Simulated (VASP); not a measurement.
# SnO2 (Imma) in VASP: relaxation of cell and atoms with LDA

Aim: the relaxation of cell and atoms of SnO2 with LDA.

Everything below comes from runs of VASP 6.6.1. Logs are shortened: lines on timing, memory, paths and dates and some standing lists are left out, and cuts for length are marked.

### 1 The structure

Symmetry: Imma, No. 74, orthorhombic system. The conventional cell has a = 6.498 Å, b = 6.829 Å, c = 6.828 Å, α = 90.00°, β = 90.00°, γ = 90.00°. Around Sn (site symmetry 2/m) lie 6 O at 2.09 Å. Around Sn (site symmetry mm2) lie 6 O at 2.09 to 2.10 Å. O (site symmetry m) has 3 Sn at 2.09 to 2.10 Å as nearest neighbours. O (site symmetry m) is surrounded by 3 Sn at 2.09 Å.

The cell is a database's computed one.

### 2 Relaxation of cell and atoms, LDA

File INCAR:

```
SYSTEM = SnO2
  PREC = Accurate
  ENCUT = 600
  EDIFF = 1E-7
  ISMEAR = -1
  SIGMA = 0.05
  LREAL = .FALSE.
  LASPH = .TRUE.
  NELM = 80
  ALGO = Normal
  ISIF = 3
  LWAVE = .FALSE.
  LCHARG = .FALSE.
  IBRION = 2
  NSW = 40
  EDIFFG = -0.01
  PSTRESS = 0
```

File KPOINTS:

```
regular mesh
0
G
  5 5 5
  0 0 0
```

File POSCAR:

```
SnO2
1.0
   -3.2488970000      3.4144700000      3.4140210000
    3.2488970000     -3.4144700000      3.4140210000
    3.2488970000      3.4144700000     -3.4140210000
Sn O
4 8
Direct
    0.5000000000      0.0000000000      0.0000000000
    0.5000000000      0.5000000000      0.5000000000
    0.0035990000      0.7535990000      0.2500000000
    0.9964010000      0.2464010000      0.7500000000
    0.8064960000      0.8037740000      0.4972780000
    0.8064960000      0.3092180000      0.0027220000
    0.3024350000      0.2459400000      0.0564950000
    0.6894450000      0.2459400000      0.4435050000
    0.3105550000      0.7540600000      0.5564950000
    0.1935040000      0.6907820000      0.9972780000
    0.6975650000      0.7540600000      0.9435050000
    0.1935040000      0.1962260000      0.5027220000
```

Potentials or basis: VASP PAW LDA potentials, release 64 (Sn_d, O).

Started as:

```bash
> cat potpaw_LDA.64/Sn_d/POTCAR potpaw_LDA.64/O/POTCAR > POTCAR
> mpirun -np 1 vasp_std > vasp.out
```

OUTCAR:

```text
SYSTEM = SnO2
   PREC = Accurate
   ENCUT = 600
   EDIFF = 1E-7
   ISMEAR = -1
   LREAL = .FALSE.
   LASPH = .TRUE.
   NELM = 80
   ISIF = 3
   IBRION = 2
   NSW = 40
   EDIFFG = -0.01
   PSTRESS = 0

 ion  position               nearest neighbor table
   1  0.500  0.000  0.000-   6 2.09  10 2.09   7 2.09  11 2.09   8 2.09   9 2.09   2 3.25   2 3.25

   2  0.500  0.500  0.500-   5 2.09  12 2.09   9 2.09   8 2.09  11 2.09   7 2.09   1 3.25   1 3.25

   3  0.004  0.754  0.250-  10 2.09  12 2.09   9 2.09  11 2.09   5 2.10   6 2.10   4 3.25   4 3.25

   4  0.996  0.246  0.750-   6 2.09   5 2.09   8 2.09   7 2.09  12 2.10  10 2.10   3 3.25   3 3.25

   5  0.806  0.804  0.497-   4 2.09   2 2.09   3 2.10
   6  0.806  0.309  0.003-   4 2.09   1 2.09   3 2.10
   7  0.302  0.246  0.056-   4 2.09   1 2.09   2 2.09
   8  0.689  0.246  0.444-   4 2.09   2 2.09   1 2.09
   9  0.311  0.754  0.556-   3 2.09   2 2.09   1 2.09
  10  0.194  0.691  0.997-   3 2.09   1 2.09   4 2.10
  11  0.698  0.754  0.944-   3 2.09   1 2.09   2 2.09
  12  0.194  0.196  0.503-   3 2.09   2 2.09   4 2.10

  LATTYP: Found a body centered orthorhombic cell.
 ALAT       =     6.4977940000
 B/A-ratio  =     1.0508246337
 C/A-ratio  =     1.0509628345

  Lattice vectors:

 A1 = (  -3.2488970000,  -3.4144700000,   3.4140210000)
 A2 = (   3.2488970000,  -3.4144700000,  -3.4140210000)
 A3 = (   3.2488970000,   3.4144700000,   3.4140210000)

Analysis of symmetry for initial positions (statically):
=====================================================================
 Subroutine PRICEL returns:
 Original cell was already a primitive cell.

 Routine SETGRP: Setting up the symmetry group for a
 body centered orthorhombic supercell.

 Subroutine GETGRP returns: Found  8 space group operations
 (whereof  4 operations were pure point group operations)
 out of a pool of  8 trial point group operations.

The static configuration has the point symmetry C_2h.
 The point group associated with its full space group is D_2h.

Analysis of symmetry for dynamics (positions and initial velocities):
=====================================================================
 Subroutine PRICEL returns:
 Original cell was already a primitive cell.

 Routine SETGRP: Setting up the symmetry group for a
 body centered orthorhombic supercell.

 Subroutine GETGRP returns: Found  8 space group operations
 (whereof  4 operations were pure point group operations)
 out of a pool of  8 trial point group operations.

The dynamic configuration has the point symmetry C_2h.
 The point group associated with its full space group is D_2h.

 Subroutine INISYM returns: Found  8 space group operations
 (whereof  4 operations are pure point group operations),
 and found     1 'primitive' translations

----------------------------------------------------------------------------------------

                                     Primitive cell

  volume of cell :     151.4905

  direct lattice vectors                    reciprocal lattice vectors
    -3.248897000  3.414470000  3.414021000     0.000000000  0.146435611  0.146454869
     3.248897000 -3.414470000  3.414021000     0.153898385  0.000000000  0.146454869
     3.248897000  3.414470000 -3.414021000     0.153898385  0.146435611  0.000000000

  length of vectors
     5.819748834  5.819748834  5.819748834     0.207104845  0.212447032  0.212433756

  position of ions in fractional coordinates (direct lattice)
     0.500000000  0.000000000  0.000000000
     0.500000000  0.500000000  0.500000000
     0.003599000  0.753599000  0.250000000
     0.996401000  0.246401000  0.750000000
     0.806496000  0.803774000  0.497278000
     0.806496000  0.309218000  0.002722000
     0.302435000  0.245940000  0.056495000
     0.689445000  0.245940000  0.443505000
     0.310555000  0.754060000  0.556495000
     0.193504000  0.690782000  0.997278000
     0.697565000  0.754060000  0.943505000
     0.193504000  0.196226000  0.502722000

  ion indices of the primitive-cell ions
   primitive index   ion index
                 1           1
                 2           2
                 3           3
                 4           4
                 5           5
                 6           6
                 7           7
                 8           8
                 9           9
                10          10
                11          11
                12          12

----------------------------------------------------------------------------------------

 KPOINTS: regular mesh

Automatic generation of k-mesh.
 Grid dimensions read from file:
 generate k-points for:    5    5    5

 Generating k-lattice:

  Cartesian coordinates                     Fractional coordinates (reciprocal lattice)
     0.000000000  0.029287122  0.029290974     0.200000000  0.000000000  0.000000000
     0.030779677  0.000000000  0.029290974     0.000000000  0.200000000  0.000000000
     0.030779677  0.029287122  0.000000000     0.000000000  0.000000000  0.200000000

  Length of vectors
     0.041420969  0.042489406  0.042486751

  Shift w.r.t. Gamma in fractional coordinates (k-lattice)
     0.000000000  0.000000000  0.000000000

 Subroutine IBZKPT returns following result:
 ===========================================

 Found     27 irreducible k-points:

 Following reciprocal coordinates:
            Coordinates               Weight
  0.000000  0.000000  0.000000      1.000000
  0.200000 -0.000000  0.000000      4.000000
  0.400000  0.000000 -0.000000      4.000000
  0.000000  0.200000  0.000000      4.000000
  0.200000  0.200000  0.000000      8.000000
  0.400000  0.200000  0.000000      8.000000
[... 16 lines left out ...]
 -0.400000 -0.200000  0.200000      4.000000
 -0.200000 -0.200000  0.200000      2.000000
 [... further k-points ...]
   k-points           NKPTS =     27   k-points in BZ     NKDIM =     27   number of bands    NBANDS=     62
   number of dos      NEDOS =    301   number of ions     NIONS =     12
   total plane-waves  NPLWV = 110592
   dimension x,y,z NGX =    48 NGY =   48 NGZ =   48
   dimension x,y,z NGXF=    96 NGYF=   96 NGZF=   96
   ions per type =               4   8
   NGX,Y,Z   is equivalent  to a cutoff of  13.71, 13.71, 13.71 a.u.
   NGXF,Y,Z  is equivalent  to a cutoff of  27.42, 27.42, 27.42 a.u.
 SYSTEM =  SnO2
   PREC   = accura    normal or accurate (medium, high low for compatibility)
   ISTART =      0    job   : 0-new  1-cont  2-samecut
   ICHARG =      2    charge: 1-file 2-atom 10-const
   ISPIN  =      1    spin polarized calculation?
   LNONCOLLINEAR =      F non collinear calculations
   LSORBIT =      F    spin-orbit coupling
   LASPH  =      T    aspherical Exc in radial PAW
   ENCUT  =  600.0 eV  44.10 Ry    6.64 a.u.  11.62 11.62 11.62*2*pi/ulx,y,z
   NELM   =     80;   NELMIN=  2; NELMDL= -5     # of ELM steps
   EDIFF  = 0.1E-06   stopping-criterion for ELM
   LREAL  =      F    real-space projection
   EDIFFG = -.1E-01   stopping-criterion for IOM
   NSW    =     40    number of steps for IOM
   IBRION =      2    ionic relax: 0-MD 1-quasi-New 2-CG
   NFREE  =      1    steps in history (QN), initial steepest desc. (CG)
   ISIF   =      3    stress and relaxation
   ISYM   =      2    0-nonsym 1-usesym 2-fastsym
   POTIM  = 0.5000    time-step for ionic-motion
   TEBEG  =    0.0;   TEEND  =   0.0 temperature during run
   PSTRESS=    0.0 pullay stress
   NELECT =     104.0000    total number of electrons
   NUPDOWN=      -1.0000    fix difference up-down
   EMIN   =  10.00;   EMAX   =-10.00  energy-range for DOS
   EFERMI =   0.00;   METHOD = LEGACY
   ISMEAR =    -1;   SIGMA  =   0.05  broadening in eV -4-tet -1-fermi 0-gaus
   EFERMI_NEDOS =   21; number of points for ismear=-14 and -15
   IALGO  =     38    algorithm
   IMIX   =      4    mixing-type and parameters
     AMIX     =   0.40;   BMIX     =  1.00
     AMIX_MAG =   1.60;   BMIX_MAG =  1.00
  volume/ion in A,a.u.               =      12.62        85.19
  Fermi-wavevector in a.u.,A,eV,Ry     =   1.444189  2.729122 28.377438  2.085683
  Thomas-Fermi vector in A             =   2.562512
   LORBIT       =      0    0 simple, 1 ext, 2 COOP (PROOUT), +10 PAW based schemes
   GGA     = CA    functional components
   LHFCALC =     F    Hartree Fock is set to
   AEXX    =    0.0000 exact exchange contribution
   IVDW    =     0    specifies the selected vdW correction
   LEPSILON=     F    determine dielectric tensor
   LRPA    =     F    only Hartree local field effects (RPA)
 conjugate gradient relaxation of ions
 non-spin polarized calculation
  energy-cutoff  :      600.00
  volume of cell :      151.49
 maximum number of plane-waves:      5113
   NGX = 23   NGY = 23   NGZ = 23

--------------------------------------- Ionic step        1  -------------------------------------------

 number of electron     104.0000018 magnetization

 Free energy of the ion-electron system (eV)
  ---------------------------------------------------
  ext. energy  EPLUGINS =         0.00000000
  ---------------------------------------------------
  free energy    TOTEN  =       -84.29596487 eV

  energy without entropy =      -84.29588372  energy(sigma->0) =      -84.29592430

------------------------ aborting loop because EDIFF is reached ----------------------------------------

  FORCE on cell =-STRESS in cart. coord.  units (eV):
  Direction    XX          YY          ZZ          XY          YZ          ZX
  --------------------------------------------------------------------------------------
  -------------------------------------------------------------------------------------
  Total      -11.5464713     -9.5812062     -9.5582390      0.0000000     -0.0000000      0.0000000
  in kB     -122.1165252   -101.3317038   -101.0888004      0.0000000     -0.0000000      0.0000000
  external PRESSURE =    -108.1790098 kB  Pullay stress =       0.0000000 kB
[... 119 lines left out ...]
  FREE ENERGIE OF THE ION-ELECTRON SYSTEM (eV)
  ---------------------------------------------------
  free  energy   TOTEN  =       -84.5943984674 eV

  energy  without entropy=      -84.5943982130  energy(sigma->0) =      -84.59439834

[... ionic steps 4 to 14 ...]

--------------------------------------- Ionic step       15  -------------------------------------------

 number of electron     104.0000002 magnetization

------------------------ aborting loop because EDIFF is reached ----------------------------------------

  FORCE on cell =-STRESS in cart. coord.  units (eV):
  Direction    XX          YY          ZZ          XY          YZ          ZX
  --------------------------------------------------------------------------------------
  -------------------------------------------------------------------------------------
  Total       -0.2423236     -0.1060924     -0.0925297      0.0000000      0.0000000      0.0000000
  in kB       -2.7169351     -1.1895092     -1.0374435      0.0000000      0.0000000      0.0000000
  external PRESSURE =      -1.6479626 kB  Pullay stress =       0.0000000 kB
[... 77 lines left out ...]
  energy  without entropy=      -84.6066560803  energy(sigma->0) =      -84.60665621

--------------------------------------- Ionic step       17  -------------------------------------------

 number of electron     104.0000002 magnetization

 Free energy of the ion-electron system (eV)
  ---------------------------------------------------
  ext. energy  EPLUGINS =         0.00000000
  ---------------------------------------------------
  free energy    TOTEN  =       -84.60672494 eV

  energy without entropy =      -84.60672469  energy(sigma->0) =      -84.60672481

 E-fermi :   6.4729     XC(G=0): -11.8123

 val. band max:        5.8887832484   @ k =   0.0000   0.0000   0.0000
 cond. band min:       7.0393075289   @ k =   0.0000   0.0000   0.0000
 fundamental gap:      1.1505242804
 Fermi energy:         6.4729306044

 k-point     1 :       0.0000    0.0000    0.0000
  band No.  band energies     occupation
      1     -15.1203      2.00000
      2     -14.8523      2.00000
      3     -14.8519      2.00000
      4     -14.4029      2.00000
      5     -14.4028      2.00000
      6     -14.3453      2.00000
[... 1549 lines left out ...]
     61      16.0853      0.00000
     62      16.3396      0.00000

 [... further k-points ...]

------------------------ aborting loop because EDIFF is reached ----------------------------------------

  FORCE on cell =-STRESS in cart. coord.  units (eV):
  Direction    XX          YY          ZZ          XY          YZ          ZX
  --------------------------------------------------------------------------------------
  -------------------------------------------------------------------------------------
  Total       -0.0577085     -0.0194048     -0.0071740      0.0000000     -0.0000000      0.0000000
  in kB       -0.6474181     -0.2176977     -0.0804839      0.0000000     -0.0000000      0.0000000
  external PRESSURE =      -0.3151999 kB  Pullay stress =       0.0000000 kB
[... 27 lines left out ...]
  FREE ENERGIE OF THE ION-ELECTRON SYSTEM (eV)
  ---------------------------------------------------
  free  energy   TOTEN  =       -84.6067249395 eV

  energy  without entropy=      -84.6067246887  energy(sigma->0) =      -84.60672481

 reached required accuracy - stopping structural energy minimisation
```

Wall time 51 min (1 thread of Intel Xeon Platinum 8488C (Sapphire Rapids), shared host); peak memory 0.41 GiB.

Results:

```
Free energy                            : -84.6067 eV
Relaxed volume                         : 11.90 Å³/atom
Relaxed cell                           : a = 5.706 Å, b = 5.706 Å, c = 5.706 Å, α = 111.86°, β = 108.29°, γ = 108.29°
Space group after relaxing (to 0.05 Å) : P4_2/mnm (No. 136)
Energy gained by relaxing              : 25.9 meV/atom
Ionic steps                            : 17
Pressure after relaxing                : 0.0 GPa
Largest force after relaxing           : 0.009 eV/Å
Band gap on the k mesh                 : 1.15 eV
```

Forces on the atoms (eV/Å):
```
Sn   0.000  0.000  0.000
Sn   0.000  0.000  0.000
Sn   0.000  0.000  0.009
Sn   0.000  0.000 -0.009
O   -0.004  0.000  0.001
O    0.004  0.000  0.001
O    0.000  0.000  0.007
O    0.000  0.000  0.007
O    0.000  0.000 -0.007
O   -0.004  0.000 -0.001
O    0.000  0.000 -0.007
O    0.004  0.000 -0.001
```

The path:
| step | energy change (eV) | largest force (eV/Å) | pressure (GPa) | volume (Å³) |
| --- | --- | --- | --- | --- |
| 1 | 0.0000 | 0.1270 | -10.82 | 151.49 |
| 2 | 0.2295 | 0.5987 | 18.03 | 133.56 |
| 3 | -0.2984 | 0.1442 | -0.34 | 143.38 |
| 4 | -0.2985 | 0.1501 | -0.12 | 143.22 |
| 5 | -0.3075 | 0.0350 | 0.04 | 142.79 |
| 6 | -0.3076 | 0.0396 | 0.07 | 142.75 |
| 7 | -0.3082 | 0.0318 | -0.06 | 142.82 |
| 8 | -0.3084 | 0.0298 | -0.20 | 142.90 |
| 9 | -0.3088 | 0.0328 | 0.02 | 142.76 |
| 10 | -0.3089 | 0.0403 | 0.25 | 142.61 |
| 11 | -0.3091 | 0.0386 | 0.25 | 142.62 |
| 12 | -0.3098 | 0.0336 | 0.24 | 142.62 |
| 13 | -0.3104 | 0.0231 | 0.22 | 142.64 |
| 14 | -0.3105 | 0.0205 | 0.21 | 142.65 |
| 15 | -0.3107 | 0.0128 | -0.16 | 142.90 |
| 16 | -0.3107 | 0.0153 | -0.06 | 142.82 |
| 17 | -0.3108 | 0.0087 | -0.03 | 142.81 |

Final structure:
```xyz
12
Lattice="-3.1966 3.3421 3.3419 3.1966 -3.3421 3.3419 3.1966 3.3421 -3.3419" Properties=species:S:1:pos:R:3 pbc="T T T"
Sn    1.5983   -1.6710    5.0129
Sn    1.5983    1.6710    1.6710
Sn    0.0000    1.6710    5.0122
Sn    3.1966    1.6710   -1.6702
O     1.5986    1.6710    3.7165
O     1.5981    5.0131    0.3746
O     0.0000    0.3746    1.6697
O     0.0000    2.9674    1.6697
O     3.1966    0.3746    1.6722
O     1.5986   -1.6710    2.9674
O     3.1966    2.9674    1.6722
O     1.5981    1.6710   -0.3746
```

Caveat: spin-orbit coupling is left out, which moves the levels of the heavy elements.
